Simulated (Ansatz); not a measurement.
# Converging the plane-wave cutoff for twisted 2H-MoS2/Janus WSSe monolayer on bilayer, 38.21 deg in a Python loop

How do energy, forces and time move with the plane-wave cutoff?

Method: Kohn-Sham DFT, PBE+D4, PAW (large core), plane waves, in Ansatz 0.2.0.

**1. Starting point**

The cell holds 63 atoms: 14 Mo, 35 S, 7 W and 7 Se. Its edges and angles: a = 8.440 Å, b = 8.440 Å, c = 29.890 Å, α = 90.0°, β = 90.0°, γ = 120.0°. 2H-MoS2 (a = 3.16 A) under Janus WSSe (a = 3.22 A), monolayer on bilayer, commensurate cell of 7 unit cells a layer, twist 38.21 deg, both strained to the mean lattice constant; facing planes 3.22, 3.18 A apart; 14 A of vacuum; layers not relaxed, displaced by a Gaussian of 0.01 A. Regions: layer 1, 21 atoms (7 Mo and 14 S); layer 2, 21 atoms (7 Mo and 14 S); layer 3, 21 atoms (7 W, 7 S and 7 Se). Vacuum lies along c.

**2. Running it**

ASE makes the structure inside the script; the seeds are typed, so the same atoms come back each time. The 3×3×1 mesh is chosen so that along the periodic directions points times cell width come to 21.9 Å or more. Occupations are fixed because a gap is expected. A dispersion term (D4) is added because semilocal functionals miss the attraction between layers or molecules. Large-core PAW files are asked for; elements that have one carry fewer electrons, which cuts the cost. The highest cutoff serves as the reference; forces are the test that matters for later relaxations, while absolute energies converge more slowly and partly cancel in differences.

File test_settings.py:

```python
import time
import warnings
import numpy as np
from ase import Atoms
from ase.build import make_supercell
import ansatz as az

warnings.simplefilter("ignore", az.DeckWarning)
u1 = Atoms(['Mo', 'S', 'S'], cell=[3.16, 3.16, 1, 90, 90, 120], pbc=True,
          scaled_positions=[[1/3, 2/3, 0], [2/3, 1/3, 1.565], [2/3, 1/3, -1.565]])  # z in A
u2 = Atoms(['W', 'S', 'Se'], cell=[3.22, 3.22, 1, 90, 90, 120], pbc=True,
          scaled_positions=[[1/3, 2/3, 0], [2/3, 1/3, 1.53], [2/3, 1/3, -1.7]])  # z in A
cell = [8.4399, 8.4399, 120]  # common in-plane cell: a, b, gamma
layers = [(u1, [[3, 1], [-1, 2]], [0, 0], 1),
          (u1, [[3, 1], [-1, 2]], [0.19048, 0.2381], 1),
          (u2, [[-3, -2], [2, -1]], [0.807, 0.125], 1)]
gaps = [3.22, 3.18, 14]
atoms, top = Atoms(), 0.0
for k, (u, M, shift, flip) in enumerate(layers):
    s = make_supercell(u, [M[0] + [0], M[1] + [0], [0, 0, 1]], wrap=False)
    z = flip * s.positions[:, 2]; f = s.get_scaled_positions(wrap=False)
    s.set_cell([cell[0], cell[1], 1, 90, 90, cell[2]]); s.set_scaled_positions(np.c_[f[:, :2] + shift, z - z.min() + top]); s.set_tags(k)
    top = s.positions[:, 2].max() + gaps[k]; atoms += s
atoms.set_cell([cell[0], cell[1], top, 90, 90, cell[2]]); atoms.pbc = True
atoms.center(axis=2)
atoms.rattle(0.01, seed=50670)
atoms.wrap()
print(f"{len(atoms)} atoms ({atoms.get_chemical_formula()}), volume {atoms.get_volume():.1f} A^3")

base = (
    az.Crystal.from_ase(atoms)
    .calculation()
    .functional("pbe", dispersion="d4")
    .pseudopotentials("paw", core="large")
    .kpoints(3, 3, 1)
    .occupations("fixed")
    .forces()
    .band_table()
)

def gap_of(report):
    e = np.concatenate(report["eigenvalues_ev"]); f = np.concatenate(report["occupations"])
    f = f / f.max()  # a half-filled level counts on both sides, so the gap is then zero
    return e[f > 0.3].max(), e[f < 0.7].min()

rows = []
for cutoff in [200, 250, 300, 350, 420, 500, 600]:
    start = time.time()
    try:
        r = base.basis(cutoff).run(threads=4).report
    except az.AnsatzError as error:
        print(cutoff, 'failed:', str(error)[:110])
        continue
    homo, lumo = gap_of(r)
    rows.append((cutoff, r['free_energy_ev'] / len(atoms), np.array(r['forces_ev_ang']), max(lumo - homo, 0), np.nan, r['n_iterations'], time.time() - start))
    print(cutoff, f"F = {r['free_energy_ev']:.4f} eV, {r['n_iterations']} iterations, {time.time() - start:.0f} s", flush=True)

ref = rows[-1]
scale = np.sqrt(np.mean(ref[2] ** 2))
print(f"r.m.s. force of the reference: {scale:.3f} eV/A")
print("  cutoff  dE (meV/atom)  dF rms (meV/A)  dF (%)  gap (eV)  iter  time (s)")
for name, e, f, gap, p, n, t in rows:
    df = np.sqrt(np.mean((f - ref[2]) ** 2))
    print(f"{str(name):>8s} {1000 * (e - ref[1]):14.2f} {1000 * df:15.2f} {100 * df / scale:7.2f} {gap:9.3f} {n:5d} {t:9.1f}")
```

Started as:

```
python test_settings.py
```

The program printed:

```text
63 atoms (Mo14S35Se7W7), volume 1843.9 A^3
200 F = -191679.3377 eV, 17 iterations, 102 s
250 F = -191757.5541 eV, 17 iterations, 144 s
300 F = -191771.6555 eV, 16 iterations, 156 s
350 F = -191773.3009 eV, 16 iterations, 201 s
420 F = -191773.4473 eV, 16 iterations, 268 s
RunWarning: concurrent solve slots capped 4 → 3: at 4 slots the entry's largest phase would hold 15.17 GiB against the 13.95 GiB of host memory that it is priced against; at 3 slots it would hold 12.25 GiB (results are unchanged, but for whatever memory decides [...]
500 F = -191773.4789 eV, 16 iterations, 292 s
RunWarning: concurrent solve slots capped 4 → 2: at 4 slots the entry's largest phase would hold 19.41 GiB against the 13.95 GiB of host memory that it is priced against; at 2 slots it would hold 11.93 GiB (results are unchanged, but for whatever memory decides [...]
600 F = -191773.4881 eV, 16 iterations, 391 s
r.m.s. force of the reference: 0.255 eV/A
  cutoff  dE (meV/atom)  dF rms (meV/A)  dF (%)  gap (eV)  iter  time (s)
     200        1494.45           83.77   32.85     0.935    17     102.5
     250         252.92           41.46   16.26     0.856    17     144.4
     300          29.09            9.15    3.59     0.877    16     155.7
     350           2.97            1.26    0.49     0.874    16     201.5
     420           0.65            0.39    0.15     0.874    16     267.5
     500           0.15            0.16    0.06     0.874    16     291.8
     600           0.00            0.00    0.00     0.874    16     391.1
```

Run time: 26 min. Hardware: 4 threads of Arm Neoverse V1, shared host; peak memory 11 GiB.

**3. Summary of results**

```yaml
reference_run: 600, 6.5 min
r_m_s_force_component_of_the_reference: 0.255 eV/Å
largest_r_m_s_force_difference: 83.8 meV/Å (200)
smallest_r_m_s_force_difference: 0.157 meV/Å (500)
energy_differences: 0.146 to 1494 meV/atom
gap_on_the_mesh: 0.856 eV (250) to 0.935 eV (200)
```

**Reading.** The cheapest setting whose forces lie within 1 % of the reference is 350 eV, at 0.52 times the reference's time. Local and semilocal functionals put gaps too low. Spin–orbit coupling is left out, and it can shift gaps where W and Se states form a band edge. Notices that the program raised in these runs, those on memory apart (the script silences some of them): cutoff below recommended and datasets by core.

[Logs are printed without paths, hosts, clocks, repeated set-up lines and the standing remarks that a program may print on its own settings, such as how far it seeks lower states.]

[Hosts, paths, dates, database ids (printed as entryN), source tags and the programs' standing remarks are cut or masked in the printed files.]

[Scripts of this kind were picked in part by their result: those with far moves, changed bonds, near-zero gaps or large misses at database cells are mostly left out.]
